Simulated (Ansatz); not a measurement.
## Response to strain in NaF

Consider NaF in the rock salt structure (space group Fm-3m, No. 225; a = 4.6291 Å). Axes: x, y, z lie along the cube axes.

Strains are applied to the cell and any free atomic positions relax.

Calculations: Ansatz (a quantum-chemistry and plane-wave program) PBEsol, spin-orbit coupling left out.

Notes on the quantities. pressure: mean of the normal stresses, compression positive; energy relative to the base: free energy F.

```tsv
variant	band gap	pressure	energy relative to the base	shortest interatomic distance
base	6.20 eV	0.00 GPa	0 meV/atom	231.5 pm
uniaxial strain ε_zz = −3.00 %	6.36 eV	1.71 GPa	+4.1 meV/atom	224.5 pm
uniaxial strain ε_zz = −2.00 %	6.30 eV	1.08 GPa	+1.7 meV/atom	226.8 pm
uniaxial strain ε_zz = −0.50 %	6.22 eV	…	+0.1 meV/atom	…
uniaxial strain ε_zz = +0.50 %	6.17 eV	-0.24 GPa	+0.1 meV/atom	231.5 pm
uniaxial strain ε_zz = +1.00 %	6.15 eV	-0.46 GPa	+0.4 meV/atom	231.5 pm
uniaxial strain ε_zz = +1.50 %	6.12 eV	-0.67 GPa	+0.8 meV/atom	231.5 pm
uniaxial strain ε_zz = +2.00 %	6.09 eV	-0.87 GPa	+1.4 meV/atom	231.5 pm
uniaxial strain ε_zz = +2.50 %	…	-1.06 GPa	…	231.5 pm
uniaxial strain ε_zz = +3.00 %	6.04 eV	-1.25 GPa	+3.1 meV/atom	231.5 pm
```

**Question.** What belongs in the blanks?

**Answer.** 
- uniaxial strain ε_zz = −0.50 %, pressure: 0.25 GPa
- uniaxial strain ε_zz = −0.50 %, shortest interatomic distance: 230.3 pm
- uniaxial strain ε_zz = +2.50 %, band gap: 6.07 eV
- uniaxial strain ε_zz = +2.50 %, energy relative to the base: +2.2 meV/atom

No phonon test of stability was made.
